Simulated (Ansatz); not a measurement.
# La: largest V_zz and pressure as volume scale varies

Results calculated with Ansatz 0.2.0, not measured. Periodic Kohn-Sham DFT of a crystal at fixed atoms, scaled to volume_scale times the given cell; pressure positive in compression, energy less spherical unpolarised free atoms, largest_vzz the field gradient of largest size among the nuclei.

The cell before it is scaled or strained (space group P6_3/mmc, No. 194):
```
La
1.0
      3.7500     0.0000     0.0000
     -1.8750     3.2476     0.0000
      0.0000     0.0000     6.0700
La
2
Direct
  0.33333 0.66667 0.25000
  0.66667 0.33333 0.75000
```

Settings of every row: method frozen-core PAW; functional LDA; relativity scalar; k mesh 11x11x6; filling fermi-dirac; smearing width 0.05 eV; wave cutoff 420 eV; paw set soft_2.

Atom start moment: 0 on all atoms.

Limits: PAW files made with PBE; field gradient without spin-orbit coupling on heavy atoms; no gap: field gradients move with the k mesh; no spin-orbit coupling on heavy atoms.

| row | volume scale | V (Å³/atom) | largest V_zz (1e21 V/m^2) | pressure (GPa) |
| --- | --- | --- | --- | --- |
| 1 | 0.94 | 34.744 | 1.112 | -1.641 |
| 2 | 0.96 | 35.483 | ? | ? |
| 3 | 0.98 | 36.223 | 0.973 | -2.598 |
| 4 | 0.99 | 36.592 | 0.941 | -2.816 |
| 5 | 1 | 36.962 | 0.911 | -3.027 |
| 6 | 1.01 | 37.331 | 0.882 | -3.229 |
| 7 | 1.02 | 37.701 | 0.855 | -3.425 |
| 8 | 1.04 | 38.44 | 0.808 | -3.796 |
| 9 | 1.06 | 39.179 | 0.77 | -4.142 |

Question: what largest V_zz and pressure should row 2 give?

Worked fit of largest V_zz. Take t = volume scale − 1. The shown rows have t = -0.06, -0.02, -0.01, 0, 0.01, 0.02, 0.04, 0.06. Least squares give largest V_zz = 0.9106 − 2.868 × t + 8.37 × t² 1e21 V/m^2; a straight line predicts inner rows, each left out in turn, worse (root mean square 0.0091 against 0.0015 1e21 V/m^2). The rows lie off it by -0.001, 0.002, 0.001, 0.000, -0.001, -0.002, -0.001, 0.001. The withheld row has t = -0.04, so the fit gives 0.9106 − 2.868 × (-0.04) + 8.37 × (-0.04)² = 1.039 1e21 V/m^2.

The calculation gave 1.039 1e21 V/m^2. The fit meets it to the printed digit.

Worked fit of pressure. Take u = (V_r/V)^(2/3) − 1 with V_r = 37.147 Å³ an atom, which is twice the finite (Eulerian) strain; such expansions in the strain, on which the Birch-Murnaghan equation of state is built, carry the rest volume and the bulk modulus. The shown rows have u = 0.04559, 0.01693, 0.01009, 0.00333, -0.00329, -0.00982, -0.02255, -0.03488. Least squares give pressure = −3.129 + 30.598 × u + 44.76 × u² GPa; a straight line predicts inner rows, each left out in turn, worse (root mean square 0.023 against 0.00032 GPa). All shown rows lie on it to the printed digit. The withheld row has u = 0.03102, so the fit gives −3.129 + 30.598 × (0.03102) + 44.76 × (0.03102)² = -2.137 GPa.

The calculation gave -2.138 GPa. The fit lies 0.001 GPa (0.04 % of the column's range) above it, one unit of the last digit.
